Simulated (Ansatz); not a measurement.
# PbSe (Pm-3m) in Ansatz: reference runs

Reference runs on PbSe: the cell as given and a disturbed copy.

Everything below comes from runs of Ansatz 0.2.0. Logs are shortened: lines on timing, memory, paths and dates and some standing lists are left out, and cuts for length are marked.

### 1 The crystal as given

Symmetry: Pm-3m, No. 221, cubic system. The conventional cell has a = 3.784 Å, b = 3.784 Å, c = 3.784 Å, α = 90.00°, β = 90.00°, γ = 90.00°. Pb (site symmetry m-3m) has 8 Se at 3.28 Å as nearest neighbours. Around Se (site symmetry m-3m) lie 8 Pb at 3.28 Å.

Measurements of this composition are mostly on another form, of space group No. 225.

### 2 Single point, PBE

input.yaml reads:

```yaml
crystal:
  lattice:
    - [3.784322, 0.0, 0.0]
    - [0.0, 3.784322, 0.0]
    - [0.0, 0.0, 3.784322]
  atoms:
    - { symbol: Pb, position: [0.0, 0.0, 0.0] }
    - { symbol: Se, position: [0.5, 0.5, 0.5] }
hamiltonian:
  xc: pbe
  pseudopotentials: { kind: paw }
kpoints:
  mp_grid: { grid: [7, 7, 7] }
scf:
  occupations: { method: fermi_dirac, width: 0.05 }
output:
  forces: true
  stress: true
  eigenvalues: true
```

Potentials or basis: Ansatz PAW.

On the command line:

```
ansatz run input.yaml --threads 2 --pin off --max-ram 5120MiB --backend cpu --events-out ev --progress --plain --runs-dir out
```

The program printed:

```text
Warning: RAYON_NUM_THREADS=2 ignored (pool sized by the plan → 2); use --threads N
Engine: ansatz 0.2.0, x86_64-unknown-linux-gnu
Pseudopotentials: kind: paw
Pseudopotential: Pb, paw, valence charge 14, recommended cutoff 420 eV (normal), Pb.paw.azcp
Pseudopotential: Se, paw, valence charge 16, recommended cutoff 420 eV (normal), Se.paw.azcp
Functional definition: PBE
  parameter kappa = 0.804
  parameter beta = 0.06672455060314922
  exchange = pbe_x(kappa = kappa, mu = beta*pi^2/3)
  correlation = pbe_c(beta = beta)
Crystal: 2 atoms, lattice volume = 54.196 Å³
Basis set: ecut = 420 eV, 1021 PW (Γ), exchange–correlation on 54×54×54 points (8 copies of the dense FFT grid, shifted against one another)
Bands: 19, of which v1, the nominal top of the filled ones, is band 15 counted from 1 (14 counted from 0)
Symmetry: 48 space group operations
Space group: Pm-3m (ITA 221), of the structure as read, at distance tolerance 3.8e-5 Å
k-points: 20 of 343
Non-local potential: Pb, projectors of the file, l = 0: 2, l = 1: 2, l = 2: 2, l = 3: 2
Non-local potential: Se, projectors of the file, l = 0: 2, l = 1: 2, l = 2: 3, l = 3: 1
PAW form: soft (Blöchl's): semilocal exchange-correlation on the pseudo side does not see the compensation charge
PAW one-centre angular grid: Pb, 590 points (default); XC on 64 Gauss nodes
PAW one-centre angular grid: Se, 590 points (default); XC on 64 Gauss nodes
Initial density: superposition of atomic densities (neutral atoms: chi_scale 0, normalization atom), corrected by the library's trained network
Initial wavefunctions: pseudopotential atomic-orbital guess
Functional: x = pbe(κ = 0.804, μ = 0.2195149727645171), c = pbe(β = 0.06672455060314922)
SCF iter   1: F=—  HF=-17376.145563 eV  |F-HF|=—  |Δ(HF+E_count)|=         —  Δρ=8.46e-4  dr2=6.92e-4  ethr=1.77e-3  ⟨swp⟩=6.2  Hψ=1796  notcnv=0
preconditioner: auto → Kerker (q_TF=auto, 2.472 Å⁻¹)  [metal: Δε(μ)=0.013 eV  Ē_g=15.354 eV  σ=0.050 eV  W_gap=0.06  n_scr=18 (ndim 8)  ℏωp=22.6 eV  f_vac=0.000  D(μ)=1.28/eV (n_scr^D=6)]
SCF iter   2: F=—  HF=-17376.144816 eV  |F-HF|=—  |Δ(HF+E_count)|=   7.47e-4  Δρ=4.94e-4  dr2=2.44e-4  ethr=2.31e-6  ⟨swp⟩=2.2  Hψ=825  notcnv=0
SCF iter   3: F=—  HF=-17376.144829 eV  |F-HF|=—  |Δ(HF+E_count)|=   1.30e-5  Δρ=2.09e-4  dr2=2.40e-5  ethr=8.12e-7  ⟨swp⟩=2.0  Hψ=677  notcnv=0
SCF iter   4: F=—  HF=-17376.144819 eV  |F-HF|=—  |Δ(HF+E_count)|=   9.11e-6  Δρ=1.12e-4  dr2=7.67e-6  ethr=8.00e-8  ⟨swp⟩=2.0  Hψ=680  notcnv=0
SCF iter   5: F=—  HF=-17376.144818 eV  |F-HF|=—  |Δ(HF+E_count)|=   1.58e-6  Δρ=4.11e-5  dr2=1.17e-6  ethr=2.56e-8  ⟨swp⟩=2.5  Hψ=568  notcnv=0
SCF iter   6: F=-17376.144818 eV  HF=-17376.144818 eV  |F-HF|=2.80e-8  |Δ(HF+E_count)|=   1.16e-7  Δρ=1.41e-5  dr2=5.73e-8  ethr=3.33e-10  ⟨swp⟩=3.7  Hψ=1929  notcnv=0
SCF 1 converged in 6 iterations: F = -17376.144818 eV  dr2 = 5.73e-8
SCF converged after 6 iterations
Free energy (F): -17376.144818 eV
Harris-Foulkes:  -17376.144818 eV  (|F-HF|=2.80e-8)
Internal energy: -17376.134039 eV  (E = F + TS)
E sigma→0 (E₀):  -17376.139428 eV
Entropy (-TS):   -0.010779 eV (-5.390 meV/atom)
Fermi energy:    9.492120 eV
--- Per-component energies (eV) ---
  E_band       = -401.991602
  E_kinetic    = 404.695646
  E_local      = -3325.276840  (includes V_loc(G=0)·N_el)
  E_nonlocal   = -245.847384
  E_hartree    = 1553.641424
  E_xc         = -325.128463
  E_vxc        = -230.639669  (∫ρ·V_xc dr)
  E_paw        = -12314.769451  (= ΣΔE_a)
  E_vpaw       = -112.212812  (= ΣTr[D̂ρ^β])
  E_aug_tail   = -0.000551  (compensation charges beyond the density's cutoff)
  E_ewald      = -3123.448419
  E_smearing   = -0.010779  (= −TS)
  E_closure    = 0.000000  (closes the sum)
  Σ components = -17376.144818   (vs F -17376.144818, Δ=0.00e0)
--- Forces (eV/Å), atoms counted from 1 ---
  atom   1  Pb     0.00000000    -0.00000000     0.00000000
  atom   2  Se     0.00000000    -0.00000000    -0.00000000
  max |Σ_I F_I| component: 1.66e-29 eV/Å
--- Stress (GPa, compression-positive) ---
       -0.159770      -0.000000       0.000000
        0.000000      -0.159770       0.000000
        0.000000       0.000000      -0.159770
  P = ⅓ Tr σ = -0.1598 GPa (-1.598 kbar)
--- Band table (eV; the first three rows and the last of 20) ---
  k-point 0: bands = ["-37.2850", "-37.2850", "-37.2850", "-37.2846", "-37.2846", "-7.4109", "-7.4109", "-7.2621", "-7.2621", "-7.2621", "-3.6798", "2.4724", "8.0349", "8.0349", "8.0349", "14.6606", "14.6606", "15.5896", "15.5896"]
  k-point 1: bands = ["-37.2851", "-37.2851", "-37.2850", "-37.2846", "-37.2845", "-7.4097", "-7.3892", "-7.2701", "-7.2701", "-7.2614", "-3.5325", "2.1754", "7.9482", "8.2077", "8.2077", "13.9324", "14.8183", "15.1112", "15.1112"]
  k-point 2: bands = ["-37.2851", "-37.2851", "-37.2850", "-37.2846", "-37.2842", "-7.4069", "-7.3407", "-7.2880", "-7.2880", "-7.2598", "-3.1384", "1.4251", "8.1001", "8.6673", "8.6673", "11.9742", "14.0260", "14.0260", "15.2749"]
  k-point 19: bands = ["-37.2853", "-37.2853", "-37.2853", "-37.2837", "-37.2837", "-7.3518", "-7.3473", "-7.3473", "-7.2303", "-7.2303", "-1.8106", "2.8995", "6.7550", "7.0348", "7.0348", "9.3812", "9.3812", "10.1999", "21.9335"]
```

Run time: 0.92 s. Hardware: 2 threads of Intel Xeon Platinum 8259CL at 2.50GHz (Skylake/Cascade Lake), shared host; peak memory 0.45 GiB.

What came out:

```
Free energy            : -17376.1448 eV
Pressure               : -0.2 GPa
Band gap on the k mesh : none (metal or under the smearing width)
```

### 3 Single point, PBE (atoms moved at random, drawn with an rms of 0.05 Å)

input.yaml, as its differences from that of step 2:

```diff
@@ -6,4 +6,4 @@
   atoms:
-    - { symbol: Pb, position: [0.0, 0.0, 0.0] }
-    - { symbol: Se, position: [0.5, 0.5, 0.5] }
+    - { symbol: Pb, position: [0.010126, -0.007953, -0.007364] }
+    - { symbol: Se, position: [0.506355, 0.493823, 0.504588] }
 hamiltonian:
```

Potentials or basis: Ansatz PAW.

On the command line:

```
ansatz run input.yaml --threads 2 --pin off --max-ram 5120MiB --backend cpu --events-out ev --progress --plain --runs-dir out
```

The program printed:

```text
Warning: RAYON_NUM_THREADS=2 ignored (pool sized by the plan → 2); use --threads N
Engine: ansatz 0.2.0, x86_64-unknown-linux-gnu
Pseudopotentials: kind: paw
Pseudopotential: Pb, paw, valence charge 14, recommended cutoff 420 eV (normal), Pb.paw.azcp
Pseudopotential: Se, paw, valence charge 16, recommended cutoff 420 eV (normal), Se.paw.azcp
Functional definition: PBE
  parameter kappa = 0.804
  parameter beta = 0.06672455060314922
  exchange = pbe_x(kappa = kappa, mu = beta*pi^2/3)
  correlation = pbe_c(beta = beta)
Crystal: 2 atoms, lattice volume = 54.196 Å³
Basis set: ecut = 420 eV, 1021 PW (Γ), exchange–correlation on 54×54×54 points (8 copies of the dense FFT grid, shifted against one another)
Bands: 19, of which v1, the nominal top of the filled ones, is band 15 counted from 1 (14 counted from 0)
Symmetry: 1 space group operations
Space group: P1 (ITA 1), of the structure as read, at distance tolerance 3.8e-5 Å
k-points: 172 of 343 (time reversal used)
Non-local potential: Pb, projectors of the file, l = 0: 2, l = 1: 2, l = 2: 2, l = 3: 2
Non-local potential: Se, projectors of the file, l = 0: 2, l = 1: 2, l = 2: 3, l = 3: 1
PAW form: soft (Blöchl's): semilocal exchange-correlation on the pseudo side does not see the compensation charge
PAW one-centre angular grid: Pb, 590 points (default); XC on 64 Gauss nodes
PAW one-centre angular grid: Se, 590 points (default); XC on 64 Gauss nodes
Initial density: superposition of atomic densities (neutral atoms: chi_scale 0, normalization atom), corrected by the library's trained network
Initial wavefunctions: pseudopotential atomic-orbital guess
Functional: x = pbe(κ = 0.804, μ = 0.2195149727645171), c = pbe(β = 0.06672455060314922)
SCF iter   1: F=—  HF=-17376.146476 eV  |F-HF|=—  |Δ(HF+E_count)|=         —  Δρ=8.42e-4  dr2=6.67e-4  ethr=1.77e-3  ⟨swp⟩=6.0  Hψ=15353  notcnv=0
preconditioner: auto → Kerker (q_TF=auto, 2.472 Å⁻¹)  [metal: Δε(μ)=0.010 eV  Ē_g=15.355 eV  σ=0.050 eV  W_gap=0.05  n_scr=18 (ndim 8)  ℏωp=22.6 eV  f_vac=0.000  D(μ)=1.28/eV (n_scr^D=6)]
SCF iter   2: F=—  HF=-17376.145729 eV  |F-HF|=—  |Δ(HF+E_count)|=   7.47e-4  Δρ=4.91e-4  dr2=2.41e-4  ethr=2.22e-6  ⟨swp⟩=2.1  Hψ=7067  notcnv=0
SCF iter   3: F=—  HF=-17376.145748 eV  |F-HF|=—  |Δ(HF+E_count)|=   1.94e-5  Δρ=2.12e-4  dr2=2.49e-5  ethr=8.03e-7  ⟨swp⟩=2.0  Hψ=5856  notcnv=0
SCF iter   4: F=—  HF=-17376.145733 eV  |F-HF|=—  |Δ(HF+E_count)|=   1.48e-5  Δρ=1.13e-4  dr2=7.65e-6  ethr=8.31e-8  ⟨swp⟩=2.0  Hψ=5848  notcnv=0
SCF iter   5: F=—  HF=-17376.145732 eV  |F-HF|=—  |Δ(HF+E_count)|=   1.73e-6  Δρ=3.83e-5  dr2=1.02e-6  ethr=2.55e-8  ⟨swp⟩=2.4  Hψ=5342  notcnv=0
SCF iter   6: F=-17376.145731 eV  HF=-17376.145732 eV  |F-HF|=3.24e-8  |Δ(HF+E_count)|=   5.45e-8  Δρ=1.36e-5  dr2=5.57e-8  ethr=3.33e-10  ⟨swp⟩=3.7  Hψ=16722  notcnv=0
SCF 1 converged in 6 iterations: F = -17376.145731 eV  dr2 = 5.57e-8
SCF converged after 6 iterations
Free energy (F): -17376.145731 eV
Harris-Foulkes:  -17376.145732 eV  (|F-HF|=3.24e-8)
Internal energy: -17376.134932 eV  (E = F + TS)
E sigma→0 (E₀):  -17376.140332 eV
Entropy (-TS):   -0.010799 eV (-5.400 meV/atom)
Fermi energy:    9.491872 eV
--- Per-component energies (eV) ---
  E_band       = -401.988344
  E_kinetic    = 404.713863
  E_local      = -3325.864821  (includes V_loc(G=0)·N_el)
  E_nonlocal   = -245.848109
  E_hartree    = 1553.933682
  E_xc         = -325.134354
  E_vxc        = -230.647691  (∫ρ·V_xc dr)
  E_paw        = -12314.772178  (= ΣΔE_a)
  E_vpaw       = -112.216313  (= ΣTr[D̂ρ^β])
  E_aug_tail   = -0.000550  (compensation charges beyond the density's cutoff)
  E_ewald      = -3123.162466
  E_smearing   = -0.010799  (= −TS)
  E_closure    = -0.000000  (closes the sum)
  Σ components = -17376.145731   (vs F -17376.145731, Δ=0.00e0)
--- Forces (eV/Å), atoms counted from 1 ---
  atom   1  Pb     0.01128362    -0.00531387    -0.03577203
  atom   2  Se    -0.01128615     0.00531510     0.03577984
  max |Σ_I F_I| component: 7.81e-6 eV/Å
--- Stress (GPa, compression-positive) ---
       -0.134113      -0.000980      -0.006416
       -0.000980      -0.134870       0.003028
       -0.006416       0.003028      -0.125267
  P = ⅓ Tr σ = -0.1314 GPa (-1.314 kbar)
--- Band table (eV; the first three rows and the last of 172) ---
  k-point 0: bands = ["-37.2851", "-37.2850", "-37.2850", "-37.2846", "-37.2845", "-7.4099", "-7.4098", "-7.2611", "-7.2611", "-7.2610", "-3.6818", "2.4745", "8.0327", "8.0332", "8.0382", "14.6136", "14.6558", "15.5927", "15.5968"]
  k-point 1: bands = ["-37.2851", "-37.2850", "-37.2850", "-37.2846", "-37.2843", "-7.4086", "-7.3883", "-7.2691", "-7.2691", "-7.2603", "-3.5347", "2.1780", "7.9500", "8.2053", "8.2058", "13.9188", "14.8068", "15.1144", "15.1252"]
  k-point 2: bands = ["-37.2851", "-37.2851", "-37.2850", "-37.2846", "-37.2841", "-7.4058", "-7.3397", "-7.2870", "-7.2870", "-7.2587", "-3.1411", "1.4288", "8.0996", "8.6641", "8.6644", "11.9729", "14.0291", "14.0305", "15.2755"]
  k-point 171: bands = ["-37.2852", "-37.2851", "-37.2850", "-37.2843", "-37.2839", "-7.3704", "-7.3207", "-7.3100", "-7.2857", "-7.2724", "-2.5001", "1.0468", "7.1585", "8.3614", "8.5847", "11.8342", "11.8961", "14.4165", "17.1579"]
```

Run time: 7.6 s. Hardware: 2 threads of Intel Xeon Platinum 8259CL at 2.50GHz (Skylake/Cascade Lake), shared host; peak memory 0.6 GiB.

What came out:

```
Free energy            : -17376.1457 eV
Pressure               : -0.1 GPa
Largest force          : 0.038 eV/Å
Band gap on the k mesh : none (metal or under the smearing width)
```

Forces on the atoms (eV/Å):
```
Pb   0.011 -0.005 -0.036
Se  -0.011  0.005  0.036
```

The run has no spin-orbit coupling, so splittings on Pb are missing.
